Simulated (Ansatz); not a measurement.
# Relaxing MoSe2

Computed with DFT PBE, scalar-relativistic, plane waves, PAW in Ansatz 0.2.0. Run with 420 eV cutoff, 9×9×2 k-mesh, Gaussian smearing of 0.02 eV, no spin polarisation.

What was changed: equal strain along all axes, cell held, atoms relaxed: -3.0 %.

Command:

```bash
ansatz run input.yaml --threads 1 --pin off --max-ram 2560MiB --backend cpu --events-out ev --progress --plain --runs-dir out
```

Input:

```yaml
crystal:
  lattice:
    - [3.2212871913, 0.0, 0.0]
    - [-1.6106435956, 2.7897165405, 0.0]
    - [0.0, 0.0, 14.384510316]
  atoms:
    - { symbol: Mo, position: [0.6666666667, 0.3333333333, 0.75] }
    - { symbol: Mo, position: [0.3333333333, 0.6666666667, 0.25] }
    - { symbol: Se, position: [0.3333333333, 0.6666666667, 0.8654354935] }
    - { symbol: Se, position: [0.6666666667, 0.3333333333, 0.3654354935] }
    - { symbol: Se, position: [0.3333333333, 0.6666666667, 0.6345645065] }
    - { symbol: Se, position: [0.6666666667, 0.3333333333, 0.1345645065] }
basis:
  ecutwfc: 420
kpoints:
  mp_grid: { grid: [9, 9, 2] }
hamiltonian:
  xc: pbe
scf:
  occupations: { method: gaussian, width: 0.02 }
output:
  forces: true
  stress: true
  eigenvalues: true
  write_density: true
  write_potential: true
  elf: true
  volumetric_format: npy
relax:
  adjacent_minimum: "off"
  f_tol: 0.008
  max_steps: 40
```

F is the free energy.

Steps:

```json
{"step": "1", "F − F(1) (eV)": "0.0000", "largest force component (eV/Å)": "0.759"}
{"step": "2", "F − F(1) (eV)": "-0.0188", "largest force component (eV/Å)": "0.594"}
{"step": "3", "F − F(1) (eV)": "-0.0651", "largest force component (eV/Å)": "0.030"}
{"step": "4", "F − F(1) (eV)": "-0.0652", "largest force component (eV/Å)": "0.004"}
```

Relaxed structure:

```
CELL_PARAMETERS angstrom
3.22129 0.00000 0.00000
-1.61064 2.78972 0.00000
0.00000 0.00000 14.38451
ATOMIC_POSITIONS crystal
Mo 0.66667 0.33333 0.75000
Mo 0.33333 0.66667 0.25000
Se 0.33333 0.66667 0.86850
Se 0.66667 0.33333 0.36850
Se 0.33333 0.66667 0.63150
Se 0.66667 0.33333 0.13150
```

Symmetry: P6_3/mmc, No. 194, hexagonal system. Conventional cell: a = 3.221 Å, b = 3.221 Å, c = 14.385 Å, α = 90.00°, β = 90.00°, γ = 120.00°. Mo (site symmetry -6m2) has 6 Se at 2.52 Å as nearest neighbours. Around Se (site symmetry 3m) lie 3 Mo at 2.52 Å.

The run converged. It took 34 s on 1 thread of AMD EPYC 7R43 64-Core Processor (Zen 3), on a shared host, peak memory 0.53 GiB.